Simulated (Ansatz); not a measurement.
# Mg (P6_3/mmc) in Ansatz: notebook

Runs on Mg. Level: PBEsol. Tasks: relaxation of cell and atoms.

All numbers are computed with Ansatz 0.2.0; they aren't measurements. Logs are shortened: lines on timing, memory, paths and dates and some standing lists are left out, and cuts for length are marked.

## (1) The crystal as given

It takes space group P6_3/mmc (No. 194, hexagonal). Conventional cell: a = 3.177 Å, b = 3.177 Å, c = 10.319 Å, α = 90.00°, β = 90.00°, γ = 120.00°. Mg (site symmetry -6m2) has 12 Mg at 3.17 to 3.18 Å as nearest neighbours. Mg (site symmetry -3m) is surrounded by 12 Mg at 3.17 to 3.18 Å.

## (2) Relaxation of cell and atoms, PBEsol

File input.yaml:

```yaml
crystal:
  lattice:
    - [3.1768261656, 0.0, 0.0]
    - [-1.5884130828, 2.7512121628, 0.0]
    - [0.0, 0.0, 10.31886201]
  atoms:
    - { symbol: Mg, position: [0.6666666667, 0.3333333333, 0.75] }
    - { symbol: Mg, position: [0.0, 0.0, 0.5] }
    - { symbol: Mg, position: [0.3333333333, 0.6666666667, 0.25] }
    - { symbol: Mg, position: [0.0, 0.0, 0.0] }
hamiltonian:
  xc: pbesol
  pseudopotentials: { kind: paw }
kpoints:
  mp_grid: { grid: [10, 10, 3] }
scf:
  occupations: { method: fermi_dirac, width: 0.05 }
output:
  forces: true
  stress: true
  eigenvalues: true
  write_density: true
  write_potential: true
  elf: true
  volumetric_format: npy
relax:
  f_tol: 0.01
  max_steps: 40
  cell: { stress_tol: 0.05 }
```

Potentials or basis: Ansatz PAW.

The run is started by

```bash
ansatz run input.yaml --threads 2 --pin off --max-ram 5632MiB --backend cpu --events-out ev --progress --plain --runs-dir out
```

The log of the run:

```text
Warning: RAYON_NUM_THREADS=2 ignored (pool sized by the plan → 2); use --threads N
Engine: ansatz 0.2.0, x86_64-unknown-linux-gnu
Pseudopotentials: kind: paw
Pseudopotential: Mg, paw, valence charge 10, recommended cutoff 420 eV (normal), Mg.paw.azcp
Functional definition: PBEsol
  exchange = pbesol_x
  correlation = pbesol_c
Crystal: 4 atoms, lattice volume = 90.188 Å³
Basis set: ecut = 420 eV, 1775 PW (Γ), exchange–correlation on 48×48×144 points (8 copies of the dense FFT grid, shifted against one another)
Bands: 24, of which v1, the nominal top of the filled ones, is band 20 counted from 1 (19 counted from 0)
Symmetry: 24 space group operations
Space group: P63/mmc (ITA 194), of the structure as read, at distance tolerance 4.5e-5 Å
k-points: 28 of 300
Non-local potential: Mg, projectors of the file, l = 0: 3, l = 1: 2, l = 2: 1
PAW form: soft (Blöchl's): semilocal exchange-correlation on the pseudo side does not see the compensation charge
PAW frozen core: Mg, regenerated for the run's functional, and the local potential with it (the file was generated under x = pbe(κ = 0.804, μ = 0.2195149727645171), c = pbe(β = 0.06672455060314922))
PAW one-centre angular grid: Mg, 110 points (default); XC on 64 Gauss nodes
Initial density: superposition of atomic densities (neutral atoms: chi_scale 0, normalization atom), corrected by the library's trained network
Initial wavefunctions: pseudopotential atomic-orbital guess
Functional: x = pbesol(κ = 0.804, μ = 0.12345679012345678), c = pbesol(β = 0.046)
SCF iter   1: F=—  HF=-7648.186846 eV  |F-HF|=—  |Δ(HF+E_count)|=         —  Δρ=2.08e-3  dr2=1.59e-3  ethr=1.77e-3  ⟨swp⟩=6.0  Hψ=2961  notcnv=0
preconditioner: auto → Kerker (q_TF=auto, 2.383 Å⁻¹)  [metal: Δε(μ)=0.069 eV  Ē_g=5.302 eV  σ=0.050 eV  W_gap=0.32  n_scr=24 (ndim 8)  ℏωp=11.1 eV  f_vac=0.000  D(μ)=2.27/eV (n_scr^D=6)]
SCF iter   2: F=—  HF=-7648.185157 eV  |F-HF|=—  |Δ(HF+E_count)|=   1.69e-3  Δρ=8.32e-4  dr2=3.29e-4  ethr=3.98e-6  ⟨swp⟩=2.3  Hψ=1444  notcnv=0
SCF iter   3: F=—  HF=-7648.185045 eV  |F-HF|=—  |Δ(HF+E_count)|=   1.13e-4  Δρ=2.09e-4  dr2=3.88e-5  ethr=8.23e-7  ⟨swp⟩=2.0  Hψ=1232  notcnv=0
SCF iter   4: F=—  HF=-7648.185048 eV  |F-HF|=—  |Δ(HF+E_count)|=   3.16e-6  Δρ=2.95e-5  dr2=9.80e-7  ethr=9.69e-8  ⟨swp⟩=2.0  Hψ=768  notcnv=0
iter 5 did not close the SCF: its close was put off for the readings that it lacked (scf_convergence_deferred on its scf_iter line)
SCF iter   5: F=-7648.185047 eV  HF=-7648.185048 eV  |F-HF|=7.25e-8  |Δ(HF+E_count)|=   1.86e-7  Δρ=1.07e-5  dr2=9.01e-8  ethr=2.45e-9  ⟨swp⟩=2.0  Hψ=1180  notcnv=0
SCF iter   6: F=-7648.185048 eV  HF=-7648.185048 eV  |F-HF|=1.95e-9  |Δ(HF+E_count)|=   3.43e-8  Δρ=1.93e-6  dr2=1.72e-9  ethr=2.25e-10  ⟨swp⟩=5.1  Hψ=3857  notcnv=0
SCF 1 converged in 6 iterations: F = -7648.185048 eV  dr2 = 1.72e-9
relax step   1: F+E_penalty+E_count = -7648.18504753 eV  Δ(F+E_penalty+E_count) = +0.000e0 eV  max|allowed force component| = 2.197e-17 eV/Å  Δτ_max = 0.0000 Å  P = +0.175 GPa  Ω = 90.188 Å³  (6 SCF iters, dr2 threshold 1.00e-7 eV, accepted)
Crystal: 4 atoms, lattice volume = 90.563 Å³
Basis set: ecut = 420 eV, 1763 PW (Γ), exchange–correlation on 48×48×144 points (8 copies of the dense FFT grid, shifted against one another)
Initial density: handed on by an earlier stage of this run
Initial wavefunctions: those handed on with the density
iter 1 solved again at ethr=1.77e-7 eV; its pass at ethr=3.10e-3 eV (dr2=7.09e-5 eV) is discarded
SCF iter   1: F=—  HF=-7648.188017 eV  |F-HF|=—  |Δ(HF+E_count)|=         —  Δρ=2.51e-4  dr2=8.52e-5  ethr=1.77e-7  ⟨swp⟩=2.2  Hψ=3503  notcnv=0
preconditioner: auto → Kerker (q_TF=auto, 2.381 Å⁻¹)  [metal: Δε(μ)=0.033 eV  Ē_g=5.290 eV  σ=0.050 eV  W_gap=0.16  n_scr=24 (ndim 8)  ℏωp=11.0 eV  f_vac=0.000  D(μ)=2.00/eV (n_scr^D=6)]
SCF iter   2: F=—  HF=-7648.188019 eV  |F-HF|=—  |Δ(HF+E_count)|=   2.47e-6  Δρ=1.77e-4  dr2=4.31e-5  ethr=1.77e-7  ⟨swp⟩=1.0  Hψ=672  notcnv=0
SCF iter   3: F=—  HF=-7648.188009 eV  |F-HF|=—  |Δ(HF+E_count)|=   1.00e-5  Δρ=3.04e-5  dr2=1.23e-6  ethr=1.08e-7  ⟨swp⟩=1.0  Hψ=673  notcnv=0
SCF iter   4: F=-7648.188009 eV  HF=-7648.188009 eV  |F-HF|=1.34e-9  |Δ(HF+E_count)|=   3.42e-7  Δρ=3.22e-6  dr2=4.99e-9  ethr=1.00e-9  ⟨swp⟩=8.5  Hψ=3947  notcnv=0
SCF 2 converged in 4 iterations: F = -7648.188009 eV  dr2 = 4.99e-9
relax step   2: F+E_penalty+E_count = -7648.18800901 eV  Δ(F+E_penalty+E_count) = -2.961e-3 eV  max|allowed force component| = 8.789e-17 eV/Å  Δτ_max = 0.0000 Å  P = +0.037 GPa  Ω = 90.563 Å³  energy of the carried Pulay correction = -4.894e-6 eV  (4 SCF iters, dr2 threshold 4.00e-7 eV, accepted)
Crystal: 4 atoms, lattice volume = 90.597 Å³
iter 1 solved again at ethr=5.25e-8 eV; its pass at ethr=3.10e-3 eV (dr2=2.10e-5 eV) is discarded
SCF iter   1: F=—  HF=-7648.188212 eV  |F-HF|=—  |Δ(HF+E_count)|=         —  Δρ=1.36e-4  dr2=2.44e-5  ethr=5.25e-8  ⟨swp⟩=3.2  Hψ=3963  notcnv=0
preconditioner: auto → Kerker (q_TF=auto, 2.381 Å⁻¹)  [metal: Δε(μ)=0.030 eV  Ē_g=5.291 eV  σ=0.050 eV  W_gap=0.15  n_scr=24 (ndim 8)  ℏωp=11.0 eV  f_vac=0.000  D(μ)=1.99/eV (n_scr^D=6)]
SCF iter   2: F=—  HF=-7648.188235 eV  |F-HF|=—  |Δ(HF+E_count)|=   2.33e-5  Δρ=9.52e-5  dr2=1.23e-5  ethr=5.25e-8  ⟨swp⟩=1.0  Hψ=672  notcnv=0
SCF iter   3: F=-7648.188233 eV  HF=-7648.188233 eV  |F-HF|=1.74e-8  |Δ(HF+E_count)|=   2.84e-6  Δρ=9.26e-6  dr2=8.42e-8  ethr=5.50e-10  ⟨swp⟩=7.4  Hψ=4100  notcnv=0
SCF 3 converged in 3 iterations: F = -7648.188233 eV  dr2 = 8.42e-8
relax step   3: F+E_penalty+E_count = -7648.18823260 eV  Δ(F+E_penalty+E_count) = -2.236e-4 eV  max|allowed force component| = 1.850e-17 eV/Å  Δτ_max = 0.0000 Å  P = +0.030 GPa  Ω = 90.597 Å³  energy of the carried Pulay correction = -5.054e-6 eV  (3 SCF iters, dr2 threshold 2.20e-7 eV, accepted)
Crystal: 4 atoms, lattice volume = 90.635 Å³
iter 1 solved again at ethr=4.74e-9 eV; its pass at ethr=3.10e-3 eV (dr2=1.89e-6 eV) is discarded
SCF iter   1: F=—  HF=-7648.188375 eV  |F-HF|=—  |Δ(HF+E_count)|=         —  Δρ=4.36e-5  dr2=2.14e-6  ethr=4.74e-9  ⟨swp⟩=3.0  Hψ=3964  notcnv=0
preconditioner: auto → Kerker (q_TF=auto, 2.381 Å⁻¹)  [metal: Δε(μ)=0.024 eV  Ē_g=5.290 eV  σ=0.050 eV  W_gap=0.12  n_scr=24 (ndim 8)  ℏωp=11.0 eV  f_vac=0.000  D(μ)=1.98/eV (n_scr^D=6)]
SCF iter   2: F=—  HF=-7648.188396 eV  |F-HF|=—  |Δ(HF+E_count)|=   2.15e-5  Δρ=2.98e-5  dr2=1.09e-6  ethr=4.74e-9  ⟨swp⟩=1.0  Hψ=672  notcnv=0
SCF iter   3: F=-7648.188396 eV  HF=-7648.188396 eV  |F-HF|=2.74e-9  |Δ(HF+E_count)|=   2.34e-7  Δρ=3.65e-6  dr2=7.84e-9  ethr=1.23e-10  ⟨swp⟩=6.2  Hψ=3798  notcnv=0
SCF 4 converged in 3 iterations: F = -7648.188396 eV  dr2 = 7.84e-9
relax step   4: F+E_penalty+E_count = -7648.18839583 eV  Δ(F+E_penalty+E_count) = -1.632e-4 eV  max|allowed force component| = 3.701e-17 eV/Å  Δτ_max = 0.0000 Å  P = +0.012 GPa  Ω = 90.635 Å³  energy of the carried Pulay correction = -5.709e-6 eV  (3 SCF iters, dr2 threshold 4.92e-8 eV, accepted)
Initial wavefunctions: pseudopotential atomic-orbital guess (no wavefunctions were taken with the density)
iter 1 solved again at ethr=9.42e-10 eV; its pass at ethr=3.10e-3 eV (dr2=3.77e-7 eV) is discarded
SCF iter   1: F=—  HF=-7648.188385 eV  |F-HF|=—  |Δ(HF+E_count)|=         —  Δρ=3.59e-5  dr2=3.25e-8  ethr=9.42e-10  ⟨swp⟩=4.1  Hψ=5166  notcnv=0
SCF iter   2: F=—  HF=-7648.188404 eV  |F-HF|=—  |Δ(HF+E_count)|=   1.85e-5  Δρ=1.82e-5  dr2=1.04e-8  ethr=8.11e-11  ⟨swp⟩=2.0  Hψ=1108  notcnv=0
SCF iter   3: F=—  HF=-7648.188403 eV  |F-HF|=—  |Δ(HF+E_count)|=   1.10e-6  Δρ=5.85e-7  dr2=3.22e-10  ethr=2.61e-11  ⟨swp⟩=2.0  Hψ=779  notcnv=0
SCF iter   4: F=—  HF=-7648.188403 eV  |F-HF|=—  |Δ(HF+E_count)|=  2.84e-10  Δρ=3.86e-7  dr2=5.93e-11  ethr=1.00e-12  ⟨swp⟩=6.0  Hψ=2786  notcnv=0
SCF iter   5: F=-7648.188403 eV  HF=-7648.188403 eV  |F-HF|=0.00e0  |Δ(HF+E_count)|=  3.67e-10  Δρ=5.67e-8  dr2=2.38e-12  ethr=1.00e-12  ⟨swp⟩=5.0  Hψ=2618  notcnv=0
SCF 5 converged in 5 iterations: F = -7648.188403 eV  dr2 = 2.38e-12
relax step   5: F+E_penalty+E_count = -7648.18840280 eV  Δ(F+E_penalty+E_count) = -6.971e-6 eV  max|allowed force component| = 5.551e-17 eV/Å  Δτ_max = 0.0000 Å  P = +0.012 GPa  Ω = 90.635 Å³  stress off target by 2.06e-2 GPa  SCF on the basis re-selected at this cell (its energy is not comparable with the rows above)  (5 SCF iters)
basis re-selected at this cell: Δ(F+E_penalty+E_count) = -6.971e-6 eV, ΔP = +0.000 GPa vs the last step (what re-selecting the basis moved, of the pressure what is left beyond the Pulay correction that the steps carried, after the strain that the cell walked since its last selection, with what the two solves' SCF thresholds leave and, on support functions, any second-order correction that the steps lacked; it is no measure of the basis error at this ecutwfc). This SCF's stress stands 2.06e-2 GPa from its target on what of the cell is left free (relax.cell.stress_tol is 5.00e-2 GPa) and its largest allowed force component is 5.55e-17 eV/Å (relax.f_tol is 1.00e-2 eV/Å): within both
SCF converged after 5 iterations
Free energy (F): -7648.188403 eV
Harris-Foulkes:  -7648.188403 eV  (|F-HF|=0.00e0)
Internal energy: -7648.172119 eV  (E = F + TS)
E sigma→0 (E₀):  -7648.180261 eV
Entropy (-TS):   -0.016284 eV (-4.071 meV/atom)
Fermi energy:    5.835463 eV
--- Per-component energies (eV) ---
  E_band       = -1420.039862
  E_kinetic    = 299.759815
  E_local      = -6461.462431  (includes V_loc(G=0)·N_el)
  E_nonlocal   = 385.647704
  E_hartree    = 2304.879718
  E_xc         = -112.625638
  E_vxc        = -146.021455  (∫ρ·V_xc dr)
  E_paw        = -1125.185513  (= ΣΔE_a)
  E_vpaw       = -107.722894  (= ΣTr[D̂ρ^β])
  E_aug_tail   = -0.000010  (compensation charges beyond the density's cutoff)
  E_ewald      = -2939.421213
  E_core_change = 0.235449  (= ΣΔE_core)
  E_smearing   = -0.016284  (= −TS)
  E_closure    = 0.000000  (closes the sum)
  Σ components = -7648.188403   (vs F -7648.188403, Δ=0.00e0)
--- Forces (eV/Å), atoms counted from 1 ---
  atom   1  Mg     0.00000000    -0.00000000     0.00000000
  atom   2  Mg    -0.00000000     0.00000000     0.00000000
  atom   3  Mg     0.00000000     0.00000000    -0.00000000
  atom   4  Mg    -0.00000000    -0.00000000     0.00000000
  max |Σ_I F_I| component: 4.63e-18 eV/Å
--- Stress (GPa, compression-positive) ---
        0.020573       0.000000       0.000000
        0.000000       0.020573       0.000000
        0.000000       0.000000      -0.005289
  P = ⅓ Tr σ = 0.0120 GPa (0.120 kbar)
--- Band table (eV; the first three rows and the last of 28) ---
  k-point 0: bands = ["-69.9117", "-69.9104", "-69.9099", "-69.9087", "-36.8707", "-36.8548", "-36.8536", "-36.8400", "-36.8400", "-36.8379", "-36.8379", "-36.8376", "-36.8374", "-36.8374", "-36.8352", "-36.8352", "-1.2722", "0.1036", "0.1045", "3.9281", "4.3223", "10.5270", "10.5342", "16.9263"]
  k-point 1: bands = ["-69.9115", "-69.9109", "-69.9094", "-69.9089", "-36.8685", "-36.8625", "-36.8459", "-36.8398", "-36.8397", "-36.8397", "-36.8388", "-36.8388", "-36.8364", "-36.8364", "-36.8356", "-36.8356", "-1.1181", "-0.6577", "1.1592", "2.4961", "6.0199", "8.1530", "13.1226", "15.8325"]
  k-point 2: bands = ["-69.9114", "-69.9102", "-69.9097", "-69.9085", "-36.8697", "-36.8550", "-36.8538", "-36.8425", "-36.8408", "-36.8399", "-36.8395", "-36.8385", "-36.8380", "-36.8380", "-36.8378", "-36.8357", "-1.0709", "0.3016", "0.3024", "4.1109", "4.5175", "10.6797", "10.6953", "14.1464"]
  k-point 27: bands = ["-69.9080", "-69.9080", "-69.9075", "-69.9074", "-36.8633", "-36.8626", "-36.8622", "-36.8601", "-36.8567", "-36.8560", "-36.8540", "-36.8526", "-36.8483", "-36.8467", "-36.8453", "-36.8443", "4.1353", "4.5561", "5.9354", "5.9390", "5.9946", "6.3912", "6.8671", "7.5272"]
--- Relaxed structure (4 steps of the walk, 4 accepted, 1 SCFs on fresh bases) ---
  F+E_penalty+E_count = -7648.18840280 eV   max|allowed force component| = 5.551e-17 eV/Å   (the final SCF, on the basis selected at the relaxed cell)
  cell:  # Å, volume = 90.6350 Å³
    - [3.1652125915984652, 0.0, 0.0]
    - [-1.5826062957992326, 2.74115451270265, 0.0]
    - [0.0, 0.0, 10.4462306645424]
  atoms:
    - { symbol: Mg, position: [0.6666666666666667, 0.3333333333333333, 0.75] }
    - { symbol: Mg, position: [-2.645546507131316e-34, -8.750369975199011e-36, 0.5] }
    - { symbol: Mg, position: [0.33333333333333326, 0.6666666666666666, 0.25] }
    - { symbol: Mg, position: [-2.931504152070566e-34, -9.625406972718872e-35, 1.982249213681189e-93] }
```

It took 2.2 s on 2 threads of AMD EPYC 9R45 (Zen 5), shared host; peak memory 0.44 GiB.

Results:

* Free energy: -7648.1884 eV
* Relaxed volume: 22.66 Å³/atom
* Relaxed cell: a = 3.165 Å, b = 3.165 Å, c = 10.446 Å, α = 90.00°, β = 90.00°, γ = 120.00°
* Space group after relaxing (to 0.05 Å): P6_3/mmc (No. 194)
* Energy gained by relaxing: 0.8 meV/atom
* Ionic steps: 5
* Pressure after relaxing: 0.0 GPa
* Band gap on the k mesh: none (metal or under the smearing width)

The path:
```csv
step,energy change (eV),largest force (eV/Å),volume (Å³)
1,0.0000,0.0000,90.19
2,-0.0030,0.0000,90.56
3,-0.0032,0.0000,90.60
4,-0.0033,0.0000,90.64
5,-0.0034,0.0000,90.64
```

Final structure:
```xyz
4
Lattice="3.1652 0.0000 0.0000 -1.5826 2.7412 0.0000 0.0000 0.0000 10.4462" Properties=species:S:1:pos:R:3 pbc="T T T"
Mg    1.5826    0.9137    7.8347
Mg    0.0000    0.0000    5.2231
Mg    0.0000    1.8274    2.6116
Mg    0.0000    0.0000    0.0000
```

Caveat: the plane-wave basis is chosen anew once the cell has moved, so the energies of steps on either side of that aren't comparable; the PAW data sets come from PBE, with cores solved anew for the run's functional, which leaves a small shift of forces and pressure.

## (3) Relaxation of cell and atoms, PBEsol, target pressure 2 GPa, at which the enthalpy is minimised

input.yaml: that of step 2 with these lines changed.

```diff
@@ -21,6 +21,2 @@
   eigenvalues: true
-  write_density: true
-  write_potential: true
-  elf: true
-  volumetric_format: npy
 relax:
@@ -28,2 +24,2 @@
   max_steps: 40
-  cell: { stress_tol: 0.05 }
+  cell: { stress_tol: 0.05, p_target: 2.0 }
```

Potentials or basis: Ansatz PAW.

The run is started by

```bash
ansatz run input.yaml --threads 2 --pin off --max-ram 5632MiB --backend cpu --events-out ev --progress --plain --runs-dir out
```

It took 1.8 s on 2 threads of AMD EPYC 9R45 (Zen 5), shared host; peak memory 0.43 GiB.

It converged, with:

| Quantity | Value |
| --- | --- |
| Free energy | -7648.1616 eV |
| Relaxed volume | 21.56 Å³/atom |
| Relaxed cell | a = 3.115 Å, b = 3.115 Å, c = 10.266 Å, α = 90.00°, β = 90.00°, γ = 120.00° |
| Space group after relaxing (to 0.05 Å) | P6_3/mmc (No. 194) |
| Energy change on relaxing (the enthalpy is what falls) | +5.9 meV/atom |
| Ionic steps | 4 |
| Pressure after relaxing | 2.0 GPa |
| Band gap on the k mesh | none (metal or under the smearing width) |

The path:
```csv
step,energy change (eV),largest force (eV/Å),volume (Å³)
1,0.0000,0.0000,90.19
2,0.0233,0.0000,86.27
3,0.0234,0.0000,86.24
4,0.0235,0.0000,86.24
```

Final structure:
```
Mg
1.0
     3.11453    0.00000    0.00000
    -1.55727    2.69726    0.00000
     0.00000    0.00000   10.26578
Mg
4
Cartesian
  1.5573 0.8991 7.6993
  0.0000 0.0000 5.1329
  0.0000 1.7982 2.5664
  0.0000 0.0000 0.0000
```

Levels at points of the mesh, in eV from the Fermi level:
```tsv
k point	band 17	band 18	band 19	band 20	band 21	band 22	band 23	band 24
(0.00, 0.00, 0.00)	-7.32	-5.90	-5.90	-1.98	-1.50	4.86	4.87	11.39
(0.00, -0.50, 0.00)	-2.31	-2.27	-1.25	-1.19	-0.61	-0.55	2.68	2.82
```

Caveat: the plane-wave basis is chosen anew once the cell has moved, so the energies of steps on either side of that aren't comparable; the PAW data sets come from PBE, with cores solved anew for the run's functional, which leaves a small shift of forces and pressure.
